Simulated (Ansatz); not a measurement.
## GaN: band structure with PBEsol

**Experimental background.**

A printed reference work, textbook reports, for a bulk crystal of GaN at 0 K: band gap 3.299 eV (direct).

GaN:

```
CELL_PARAMETERS angstrom
0.00000 2.25350 2.25350
2.25350 0.00000 2.25350
2.25350 2.25350 0.00000
ATOMIC_POSITIONS crystal
Ga 0.00000 0.00000 0.00000
N 0.25000 0.25000 0.25000
```

The cell is a database's computed one.

```
Program                             : Ansatz 0.2.0
Task                                : band structure
Functional                          : PBEsol
Potentials or basis                 : Ansatz PAW
Cutoff                              : 420 eV (not typed: the program's choice for these potentials)
k mesh                              : 10 × 10 × 10
Occupations                         : fermi-dirac, width 0.05 eV
Spin                                : no spin polarisation
Path                                : [["G", "X", "W", "K", "G", "L", "U", "W", "L", "K"], ["U", "X"]]
Points for each segment of the path : 14
```

* Pressure: -1.1 GPa
* Band gap on the k mesh: 1.66 eV, direct
* Band gap along the path: 1.66 eV, direct

Levels at the corners of the path, in eV from the valence-band top:
```csv
point,band 5,band 6,band 7,band 8,band 9,band 10,band 11,band 12,band 13,band 14
Γ,-13.16,-13.16,0.00,0.00,0.00,1.66,10.20,10.20,10.20,17.38
X,-13.08,-11.44,-6.18,-2.73,-2.73,3.22,6.56,11.56,13.85,13.85
W,-13.15,-11.15,-5.74,-3.74,-3.69,6.11,8.35,10.17,10.93,15.15
K,-13.12,-11.27,-5.92,-4.31,-2.20,4.87,7.80,10.93,12.73,13.46
Γ,-13.16,-13.16,0.00,0.00,0.00,1.66,10.20,10.20,10.20,17.38
L,-13.11,-11.88,-7.11,-0.98,-0.98,4.55,8.62,10.25,10.25,15.42
U,-13.12,-11.27,-5.92,-4.31,-2.20,4.87,7.80,10.93,12.73,13.46
W,-13.15,-11.15,-5.74,-3.74,-3.69,6.11,8.35,10.17,10.93,15.15
L,-13.11,-11.88,-7.11,-0.98,-0.98,4.55,8.62,10.25,10.25,15.42
K,-13.12,-11.27,-5.92,-4.31,-2.20,4.87,7.80,10.93,12.73,13.46
U,-13.12,-11.27,-5.92,-4.31,-2.20,4.87,7.80,10.93,12.73,13.46
X,-13.08,-11.44,-6.18,-2.73,-2.73,3.22,6.56,11.56,13.85,13.85
```

Wall time 3.4 s on 2 threads of Intel(R) Xeon(R) Processor @ 2.50GHz (Skylake/Cascade Lake), with other jobs on the host, peak memory 0.32 GiB.

Against the measured gap of GaN, 3.299 eV (direct; 0 K; a printed reference work, textbook), the calculated 1.66 eV is off by -1.63 eV. Spin-orbit coupling on Ga is left out. The value is that of PBEsol, without temperature or zero-point motion. Semilocal functionals fall short of measured gaps as a rule. The cell is a database's relaxed one, not the measured one, which moves gaps too.

Caveat: the pressure holds a Pulay correction of +0.5 GPa for the finite cutoff; the PAW data sets come from PBE, with cores solved anew for the run's functional, which leaves a small shift of forces and pressure.
